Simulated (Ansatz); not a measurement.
Consider the following.

Relaxed CaF2 (fluorite):

```yaml
crystal:
  lattice:
    - [0.00000, 5.51096, 5.51096]
    - [2.75548, 2.75548, 5.51096]
    - [2.75548, 2.75548, 0.00000]
  atoms:
    - { symbol: Ca, position: [0.00000, 0.00000, 0.00000] }
    - { symbol: Ca, position: [0.50000, 0.00000, 0.00000] }
    - { symbol: F, position: [0.00000, 0.25000, 0.25000] }
    - { symbol: F, position: [0.50000, 0.25000, 0.25000] }
    - { symbol: F, position: [0.00000, 0.75000, 0.75000] }
    - { symbol: F, position: [0.50000, 0.75000, 0.75000] }
```

The atoms are displaced by Q × the pattern below (from a DFPT mode at X = (0.5, 0.5, 0.0), largest move 1; Q in Å), at fixed cell. It is one choice among 2 degenerate patterns. (q is in reciprocal vectors of the primitive cell; the cell shown is doubled to hold the pattern.)

```csv
atom,x,y,z
Ca1,0.146,0.000,0.000
Ca2,-0.146,0.000,0.000
F3,0.000,-1.000,0.000
F4,0.000,1.000,0.000
F5,0.000,-1.000,0.000
F6,0.000,1.000,0.000
```

The numbers are results of PBE (plane waves to 420 eV, PAW, scalar-relativistic; Ansatz, a first-principles code), not measurements. k mesh 10×10×10 (Γ-centred), Fermi-Dirac smearing 0.05 eV. E stands for the smeared free energy. CaF2 was relaxed with its symmetry unable to fall. ΔE is measured from the undisplaced structure.

The scan covers Q from -0.180 to 0.180 Å in 13 points.

Question: Which space group does the distorted structure have?

Answer: Cmcm (No. 63), lowered from Fm-3m.

Question: Is this a single well or a double well?

Answer: A single well with its minimum at or next to zero displacement.

Question: What is the energy change at Q = 0.180 Å?

Answer: 492 meV/cell.

Question: What harmonic wavenumber does the curvature at Q = 0 give?

Answer: 315 cm⁻¹.

(A displaced cell: forces are minus the slopes of the energy, force constants its curvatures, and phonons follow from these.)
